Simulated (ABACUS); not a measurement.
HfN under changes of volume

One of the cells (11.482 Å³/atom); the others are scaled copies at fixed shape and fractional positions:

```
CELL_PARAMETERS angstrom
0.00000 2.25600 2.25600
2.25600 0.00000 2.25600
2.25600 2.25600 0.00000
ATOMIC_POSITIONS crystal
Hf 0.00000 0.00000 0.00000
N 0.50000 0.50000 0.50000
```

- Program: ABACUS 3.10.1
- Functional: PBEsol
- Potentials or basis: PseudoDojo NC SR 0.4.1 PBEsol standard
- Cutoff: 1143 eV
- Density cutoff: 4572 eV
- Basis: plane waves
- k mesh: 10 × 10 × 10
- Occupations: fermi-dirac, width 0.05 eV
- Spin: no spin polarisation

```tsv
volume (Å³/atom)	energy over the lowest point (meV/atom)	pressure (GPa)
10.793	27.62	16.7
11.023	8.97	9.5
11.252	0.09	3.0
11.482	0.00	-2.8
11.712	7.80	-8.0
11.941	?	?
12.171	43.93	-16.9
```

**Question.** What does the run at 11.941 Å³/atom give?

**Answer.** Energy over the lowest point 22.68 meV/atom; pressure -12.7 GPa.

Worked out: A Birch-Murnaghan fit of order 3 (a polynomial in V^(-2/3)) to the other rows has its minimum at 11.37 Å³/atom with B0 = V·E''(V) = 287 GPa and B' = 4.3. It gives 22.64 meV/atom at 11.941 Å³/atom, against the run's 22.68, and -dE/dV = -12.7 GPa, against -12.7.

Energies are extrapolated to zero smearing.
